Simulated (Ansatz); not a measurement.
SrF2:
```xyz
3
Lattice="0.0000 2.8791 2.8791 2.8791 0.0000 2.8791 2.8791 2.8791 0.0000" Properties=species:S:1:pos:R:3 pbc="T T T"
Sr     0.0000     0.0000     0.0000
F      4.3187     4.3187     4.3187
F      1.4396     1.4396     1.4396
```

Relaxed with PBEsol. Special points in fractions of this cell's reciprocal vectors: Γ (0.000, 0.000, 0.000); X (0.500, 0.000, 0.500); U (0.625, 0.250, 0.625); K (0.375, 0.375, 0.750); L (0.500, 0.500, 0.500); W (0.500, 0.250, 0.750).

Q: List the band energies nearest the valence-band maximum at these points for DFT-PBEsol with spin–orbit coupling in the program Ansatz with PAW potentials.

A: In eV from the valence-band maximum; about four levels below and three above (degenerate sets whole), none deeper than 8.9 eV; points with the same levels are listed once.

```csv
k,below,above
Γ,-0.07 -0.07 -0.07 -0.07,6.90 6.90 10.13 10.13 10.13 10.13
X,-0.27 -0.27 0.00 0.00,8.14 8.14 10.26 10.26
U,-0.24 -0.24 -0.08 -0.08,8.42 8.42 10.50 10.50
L,-0.48 -0.48 -0.40 -0.40,10.22 10.22 10.23 10.23
W,-0.22 -0.22 -0.07 -0.07,8.46 8.46 10.86 10.86
```

Space group Fm-3m (fluorite). The cell was relaxed with PBEsol under the symmetry of its start; phonons on a q-mesh show no instability.

Potentials: the later of the program's two PAW sets.
